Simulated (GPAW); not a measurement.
Input of a GPAW 26.7.0 run:

The input run.py:

```python
from ase import Atoms
from ase.dft.bandgap import bandgap
from ase.io import write
from ase.units import GPa
from gpaw import GPAW, PW, setup_paths

setup_paths.insert(0, '.')

atoms = Atoms(['Te', 'Sn'],
              cell=[[0.0, 3.611146, 3.611146],
                    [3.611146, 0.0, 3.611146],
                    [3.611146, 3.611146, 0.0]],
              scaled_positions=[[0.251042, 0.256957, 0.24113],
                                [0.007884, -0.004724, -0.007259]],
              pbc=True)

calc = GPAW(mode=PW(600),
            xc='PBEsol',
            kpts={'size': (7, 7, 7), 'gamma': True},
            occupations={'name': 'fermi-dirac', 'width': 0.05},
            nbands=19,
            convergence={'density': 1e-05, 'energy': 1e-05},
            maxiter=150,
            txt='gpaw.txt')
atoms.calc = calc
energy = atoms.get_potential_energy()
forces = atoms.get_forces()
stress = atoms.get_stress()
calc.write('gs.gpw')
write('result.traj', atoms)
print(f'Energy: {energy:.6f} eV')
print('Forces (eV/A):')
print(forces.round(4))
print('Stress (GPa):', (stress / GPa).round(3))
print('Fermi level:', round(calc.get_fermi_level(), 4), 'eV')
print(f'Gap: {bandgap(calc)[0]:.4f} eV, direct: {bandgap(calc, direct=True)[0]:.4f} eV')
```

Potentials or basis: PAW data sets generated in the run's folder for this functional, pw.

Run with:

```console
$ gpaw-setup -f PBEsol Sn Te
$ OMP_NUM_THREADS=1 python run.py
```

Question: Predict the largest force.

Answer: 0.115 eV/Å.

Question: Predict the band gap on the k mesh.

Answer: 0.26 eV, indirect (least direct gap 0.79 eV).

Forces in eV/Å, atoms in the order of the input:
```
Te  -0.082  0.069 -0.043
Sn   0.082 -0.069  0.043
```

Caveat: spin-orbit coupling is left out, which moves the levels of the heavy elements; an odd mesh through Γ misses points on the zone boundary, where band edges often lie.
